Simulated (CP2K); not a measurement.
Ta:

```
Ta
1.0
     2.86010    0.00000    0.00000
    -0.95337    2.69653    0.00000
    -0.95337   -1.34826    2.33526
Ta
1
Direct
  0.00000 0.00000 0.00000
```

Base run:

```yaml
Program: CP2K 2026.2
Functional: PBE
Potentials_or_basis: POTENTIAL_UZH Ta GTH-PBE-q13; TZVP-MOLOPT-PBE-GTH basis
Density_cutoff: 6123 eV
k_mesh: 11 × 11 × 11
Occupations: fermi-dirac, width 0.05 eV
Spin: no spin polarisation
```

Its results: band gap on the k mesh none (metal or under the smearing width); pressure 1.5 GPa.

**Question.** The run is repeated on the same cell with these changes: dispersion from none to D3. What comes out?

**Answer.** Band gap on the k mesh none (metal or under the smearing width); pressure -5.1 GPa.

Dispersion adds attraction, which lowers the pressure at fixed volume and, as a term added to the energy, leaves the levels alone.

Caveats: the basis of atomic orbitals isn't converged, which shifts pressures, moduli and gaps; pairwise dispersion overbinds metals, which lowers pressure and volume (some runs).
